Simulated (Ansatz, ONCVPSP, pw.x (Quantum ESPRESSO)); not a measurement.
# What a changed setting does to a pw.x run (diamond Si)

Potential: optimised norm-conserving Vanderbilt (ONCV), ONCVPSP 4.0.1.1 (patched build), PBE; core [Ne], reference 3s2 3p2; waves: 3s: rc 1.90 bohr, ncon 4, nbas 8, qcut 2.9 1/bohr, 1 projector; 3p: rc 2.25 bohr, ncon 4, nbas 8, qcut 3 1/bohr, 2 projectors, debl 3.1 Ha; d scattering state at 0.1 Ha: rc 2.15 bohr, ncon 4, nbas 9, qcut 4.6 1/bohr, 2 projectors, debl 0.7 Ha; local part: polynomial inside 1.60 bohr (lpopt 2, dvloc0 0 Ha); core correction: Teter function fitted to the true core (icmod 2), fcfact 0.55.

The reference run (k-mesh 8³, cutoffs 110/440 Ry, Fermi–Dirac 0.01 Ry, mixing_beta 0.4, conv_thr 1e-9, no spin) gives -0.52 GPa at 20.463 Å³/atom, where all-electron LAPW gives -0.05 GPa. This run, with its own iteration cap, changes nspin = 2 with starting_magnetization to -0.3.

```
&control
  calculation='scf', prefix='x', pseudo_dir='./', outdir='./tmp', tstress=.true., disk_io='none'
/
&system
  ibrav=0, nat=2, ntyp=1, ecutwfc=110, ecutrho=440, nbnd=11,
  occupations='smearing', smearing='fd', degauss=0.01, nspin=2, starting_magnetization(1)=-0.3
/
&electrons
  conv_thr=1e-09, mixing_beta=0.4, electron_maxstep=70
/
ATOMIC_SPECIES
Si 1.0 Si.UPF
CELL_PARAMETERS angstrom
  0.00000000 2.73520428 2.73520428
  2.73520428 0.00000000 2.73520428
  2.73520428 2.73520428 0.00000000
ATOMIC_POSITIONS crystal
Si 0.0000 0.0000 0.0000
Si 0.2500 0.2500 0.2500
K_POINTS automatic
8 8 8 0 0 0
```

```bash
pw.x < Si.scf.in > Si.scf.out
```

Task: How does the run end?

Result: It converges in 7 iterations; the free energy moves by +0.0 meV/atom and the pressure by +0.00 GPa. The result is that of the reference run.

```
Message from routine setup:
     using ibrav=0 with symmetry is DISCOURAGED, use correct ibrav instead
     lattice parameter (alat)  =       7.3098  a.u.
     unit-cell volume          =     276.1823 (a.u.)^3
     number of electrons       =         8.00
     number of Kohn-Sham states=           11
     kinetic-energy cutoff     =     110.0000  Ry
     charge density cutoff     =     440.0000  Ry
     scf convergence threshold =      1.0E-09
     Exchange-correlation= PBE
     atomic species   magnetization
     number of k points=    29  Fermi-Dirac smearing, width (Ry)=  0.0100
     iteration #  1     ecut=   110.00 Ry     beta= 0.40
     total energy              =     -20.31623481 Ry
     estimated scf accuracy    <       0.06180631 Ry
     total magnetization       =    -0.06 Bohr mag/cell
     absolute magnetization    =     0.07 Bohr mag/cell
     iteration #  2     ecut=   110.00 Ry     beta= 0.40
     total energy              =     -20.33331621 Ry
     estimated scf accuracy    <       0.01929657 Ry
     total magnetization       =    -0.02 Bohr mag/cell
     absolute magnetization    =     0.03 Bohr mag/cell
     iteration #  3     ecut=   110.00 Ry     beta= 0.40
     total energy              =     -20.33465922 Ry
     estimated scf accuracy    <       0.00022926 Ry
     total magnetization       =    -0.00 Bohr mag/cell
     absolute magnetization    =     0.00 Bohr mag/cell
     iteration #  4     ecut=   110.00 Ry     beta= 0.40
     total energy              =     -20.33471390 Ry
     estimated scf accuracy    <       0.00001383 Ry
     total magnetization       =    -0.00 Bohr mag/cell
     absolute magnetization    =     0.00 Bohr mag/cell
     iteration #  5     ecut=   110.00 Ry     beta= 0.40
     total energy              =     -20.33471542 Ry
     estimated scf accuracy    <       0.00000030 Ry
     total magnetization       =    -0.00 Bohr mag/cell
     absolute magnetization    =     0.00 Bohr mag/cell
     iteration #  6     ecut=   110.00 Ry     beta= 0.40
     total energy              =     -20.33471553 Ry
     estimated scf accuracy    <       0.00000002 Ry
     total magnetization       =     0.00 Bohr mag/cell
     absolute magnetization    =     0.00 Bohr mag/cell
     iteration #  7     ecut=   110.00 Ry     beta= 0.40
     the Fermi energy is     6.2488 ev
!    total energy              =     -20.33471554 Ry
     estimated scf accuracy    <          6.0E-10 Ry
     smearing contrib. (-TS)   =      -0.00027410 Ry
     The total energy is F=E-TS. E is the sum of the following terms:
     one-electron contribution =       4.84241632 Ry
     hartree contribution      =       1.12084013 Ry
     xc contribution           =      -9.62284381 Ry
     ewald contribution        =     -16.67485408 Ry
     total magnetization       =     0.00 Bohr mag/cell
     absolute magnetization    =     0.00 Bohr mag/cell
     convergence has been achieved in   7 iterations
          total   stress  (Ry/bohr**3)                   (kbar)     P=       -5.21
     Message from routine punch:
     Nothing written, as per user request (disk_io='none')
```

The run took about 66 s on one core of a shared host (Intel(R) Xeon(R) Platinum 8259CL CPU @ 2.50GHz, 96 threads, 755 GiB, load 25).
